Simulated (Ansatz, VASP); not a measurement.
Ti: VASP beside Ansatz

```
Ti
1.0
    -1.60484    1.60484    1.60484
     1.60484   -1.60484    1.60484
     1.60484    1.60484   -1.60484
Ti
1
Direct
  0.00000 0.00000 0.00000
```

Alike in both runs: functional PBEsol; k mesh 24 × 24 × 24; occupations gaussian, width 0.1 eV; no spin polarisation.

Ansatz relaxed the structure, and its values are those at the end. VASP's run is a single point on that final structure, the one shown.

|  | VASP | Ansatz |
| --- | --- | --- |
| version | VASP 6.6.1 | Ansatz 0.2.0 |
| potentials or method | VASP PAW PBE potentials, release 64 (Ti_sv) | scalar-relativistic, plane waves, PAW |
| plane-wave cutoff (eV) | 520 | 420 |
| valence electrons in the cell | 12 | 12 |

```tsv
	VASP	Ansatz	Ansatz less VASP
gap on the k mesh at the Fermi level (eV)	none	none	-
pressure (GPa)	-0.3	0.0	+0.28
```

A gap of «none» marks a metal or a gap that the smearing closes.

Caveats: the PAW data sets were made with another functional, which shifts forces and pressure a little (VASP).
